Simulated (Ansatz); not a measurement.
Crystal: C.

```xyz
8
Lattice="2.5221 0.0000 0.0000 -1.2611 2.1842 0.0000 0.0000 0.0000 8.2371" Properties=species:S:1:pos:R:3 pbc="T T T"
C     1.2611    0.7281    6.9501
C     0.0000    1.4561    2.8315
C     1.2611    0.7281    5.4056
C     0.0000    1.4561    1.2870
C     0.0000    0.0000    7.4649
C     0.0000    0.0000    3.3463
C     0.0000    0.0000    4.8908
C     0.0000    0.0000    0.7722
```

This is a hexagonal form of diamond, not graphite.

Below is the output of Ansatz 0.2.0 for this cell. Logs are shortened: lines on timing, memory, paths and dates and some standing lists are left out, and cuts for length are marked.

```text
Warning: RAYON_NUM_THREADS=4 ignored (pool sized by the plan → 4); use --threads N
Engine: ansatz 0.2.0, aarch64-unknown-linux-gnu
Pseudopotentials: kind: paw
Pseudopotential: C, paw, valence charge 4, recommended cutoff 420 eV (normal), C.paw.azcp
Functional definition: RPBE
  parameter kappa = 0.804
  parameter beta = 0.06672455060314922
  exchange = rpbe_x(kappa = kappa, mu = beta*pi^2/3)
  correlation = pbe_c(beta = beta)
Crystal: 8 atoms, lattice volume = 45.376 Å³
Basis set: ecut = 420 eV, 909 PW (Γ), exchange–correlation on 36×36×120 points (8 copies of the dense FFT grid, shifted against one another)
Bands: 24, of which v1, the nominal top of the filled ones, is band 16 counted from 1 (15 counted from 0)
Symmetry: 24 space group operations
Space group: P63/mmc (ITA 194), of the structure as read, at distance tolerance 3.6e-5 Å
k-points: 57 of 576
Non-local potential: C, projectors of the file, l = 0: 2, l = 1: 2, l = 2: 1
PAW form: soft (Blöchl's): semilocal exchange-correlation on the pseudo side does not see the compensation charge
PAW frozen core: C, regenerated for the run's functional, and the local potential with it (the file was generated under x = pbe(κ = 0.804, μ = 0.2195149727645171), c = pbe(β = 0.06672455060314922))
PAW one-centre angular grid: C, 110 points (default); XC on 64 Gauss nodes
Initial density: superposition of atomic densities (neutral atoms: chi_scale 0, normalization atom), corrected by the library's trained network
Initial wavefunctions: pseudopotential atomic-orbital guess
Functional: x = rpbe, c = pbe(β = 0.06672455060314922)
SCF iter   1: F=—  HF=-2016.284738 eV  |F-HF|=—  |Δ(HF+E_count)|=         —  Δρ=5.22e-3  dr2=5.16e-3  ethr=1.77e-3  ⟨swp⟩=5.8  Hψ=6580  notcnv=0  defer=19
preconditioner: auto → none  [insulator: Δε(μ)=4.416 eV  Ē_g=17.079 eV  σ=0.050 eV  W_gap=1.00  n_scr=6 (ndim 8)  ℏωp=31.2 eV  f_vac=0.000  D(μ)=0.00/eV (n_scr^D=0)  ε∞_Penn≈4.3]
SCF iter   2: F=—  HF=-2016.284279 eV  |F-HF|=—  |Δ(HF+E_count)|=   4.59e-4  Δρ=2.34e-3  dr2=7.59e-4  ethr=1.61e-5  ⟨swp⟩=2.6  Hψ=2736  notcnv=0  defer=56
SCF iter   3: F=—  HF=-2016.284592 eV  |F-HF|=—  |Δ(HF+E_count)|=   3.13e-4  Δρ=5.69e-4  dr2=8.16e-5  ethr=2.37e-6  ⟨swp⟩=2.4  Hψ=2071  notcnv=0  defer=56
SCF iter   4: F=—  HF=-2016.284642 eV  |F-HF|=—  |Δ(HF+E_count)|=   5.06e-5  Δρ=1.15e-4  dr2=2.76e-6  ethr=2.55e-7  ⟨swp⟩=2.1  Hψ=1860  notcnv=0  defer=56
iter 5 did not close the SCF: its close was put off for the readings that it lacked (scf_convergence_deferred on its scf_iter line)
SCF iter   5: F=-2016.284645 eV  HF=-2016.284645 eV  |F-HF|=3.73e-8  |Δ(HF+E_count)|=   2.93e-6  Δρ=1.34e-5  dr2=4.18e-8  ethr=8.63e-9  ⟨swp⟩=2.2  Hψ=2058  notcnv=0  defer=56
SCF iter   6: F=-2016.284645 eV  HF=-2016.284645 eV  |F-HF|=3.34e-9  |Δ(HF+E_count)|=   4.78e-8  Δρ=2.63e-6  dr2=1.21e-9  ethr=1.31e-10  ⟨swp⟩=2.1  Hψ=4594  notcnv=0
SCF 1 converged in 6 iterations: F = -2016.284645 eV  dr2 = 1.21e-9
  greatest PAW one-centre occupation: 0.649 electrons in one spin orbital (limit 2), on the C atom at site 3 (counted from 0), in its partial waves of l = 0
[... 103 lines left out ...]
E sigma→0 (E₀):  -2016.325654 eV
Fermi energy:    15.432953 eV
--- Per-component energies (eV) ---
  E_band       = 134.183016
  E_kinetic    = 732.308905
  E_local      = -491.657342  (includes V_loc(G=0)·N_el)
  E_nonlocal   = 207.709126
  E_hartree    = 108.844771
  E_xc         = -389.219881
  E_vxc        = -482.680086  (∫ρ·V_xc dr)
  E_paw        = -802.238236  (= ΣΔE_a)
  E_vpaw       = -49.187203  (= ΣTr[D̂ρ^β])
  E_aug_tail   = 0.000074  (compensation charges beyond the density's cutoff)
  E_ewald      = -1381.954556
  E_core_change = -0.118515  (= ΣΔE_core)
  E_smearing   = -0.000000  (= −TS)
  E_closure    = -0.000000  (closes the sum)
  Σ components = -2016.325654   (vs F -2016.325654, Δ=0.00e0)
--- Forces (eV/Å), atoms counted from 1 ---
  atom   1  C      0.00000000    -0.00000000     0.00004610
  atom   2  C     -0.00000000     0.00000000     0.00004610
  atom   3  C     -0.00000000    -0.00000000    -0.00004610
  atom   4  C     -0.00000000     0.00000000    -0.00004610
  atom   5  C      0.00000000     0.00000000    -0.00006066
  atom   6  C      0.00000000    -0.00000000    -0.00006066
  atom   7  C     -0.00000000     0.00000000     0.00006066
  atom   8  C      0.00000000    -0.00000000     0.00006066
  max |Σ_I F_I| component: 7.40e-17 eV/Å
--- Stress (GPa, compression-positive) ---
        0.002377       0.000000       0.000000
        0.000000       0.002377       0.000000
        0.000000       0.000000       0.001211
  P = ⅓ Tr σ = 0.0020 GPa (0.020 kbar)
--- Relaxed structure (6 steps of the walk, 6 accepted, 2 SCFs on fresh bases) ---
  F+E_penalty+E_count = -2016.32565421 eV   max|allowed force component| = 6.066e-5 eV/Å   (the final SCF, on the basis selected at the relaxed cell)
  cell:  # Å, volume = 46.2524 Å³
    - [2.530111661656912, 7.802211510152216e-36, 0.0]
    - [-1.265055830828456, 2.191140973406144, 0.0]
    - [0.0, 0.0, 8.34303197537527]
  atoms:
    - { symbol: C, position: [0.6666666666666667, 0.3333333333333333, 0.8444753595513398] }
    - { symbol: C, position: [0.3333333333333333, 0.6666666666666667, 0.3444753595513397] }
    - { symbol: C, position: [0.6666666666666667, 0.3333333333333333, 0.6555246404486602] }
    - { symbol: C, position: [0.3333333333333333, 0.6666666666666667, 0.15552464044866027] }
    - { symbol: C, position: [3.817897617822424e-34, 2.119424881129266e-34, 0.9070164310151859] }
    - { symbol: C, position: [-1.1917092809591185e-34, -3.3180595376292406e-34, 0.4070164310151859] }
    - { symbol: C, position: [3.186821907328165e-34, 3.1481381495430374e-34, 0.5929835689848141] }
    - { symbol: C, position: [-2.690384740861102e-34, -2.17912699045685e-34, 0.09298356898481416] }
```

Task: What input gives this log?

Result: Relaxation of cell and atoms with RPBE, no spin polarisation. The files as run (others can give the same):

input.yaml
```yaml
crystal:
  lattice:
    - [2.5221, 0.0, 0.0]
    - [-1.26105, 2.1842026709, 0.0]
    - [0.0, 0.0, 8.2371]
  atoms:
    - { symbol: C, position: [0.6666666667, 0.3333333333, 0.84375] }
    - { symbol: C, position: [0.3333333333, 0.6666666667, 0.34375] }
    - { symbol: C, position: [0.6666666667, 0.3333333333, 0.65625] }
    - { symbol: C, position: [0.3333333333, 0.6666666667, 0.15625] }
    - { symbol: C, position: [0.0, 0.0, 0.90625] }
    - { symbol: C, position: [0.0, 0.0, 0.40625] }
    - { symbol: C, position: [0.0, 0.0, 0.59375] }
    - { symbol: C, position: [0.0, 0.0, 0.09375] }
hamiltonian:
  xc: rpbe
  pseudopotentials: { kind: paw }
kpoints:
  mp_grid: { grid: [12, 12, 4] }
scf:
  occupations: { method: fermi_dirac, width: 0.05 }
output:
  forces: true
  stress: true
relax:
  f_tol: 0.01
  max_steps: 40
  cell: { stress_tol: 0.05 }
```

Potentials or basis: Ansatz PAW.
The run is started by
```sh
$ ansatz run input.yaml --threads 4 --pin off --max-ram 11264MiB --backend cpu --events-out ev --progress --plain --runs-dir out
```

Caveat: the plane-wave basis is chosen anew once the cell has moved, so the energies of steps on either side of that aren't comparable; the pressure holds a Pulay correction of +0.9 GPa for the finite cutoff; the PAW data sets come from PBE, with cores solved anew for the run's functional, which leaves a small shift of forces and pressure.
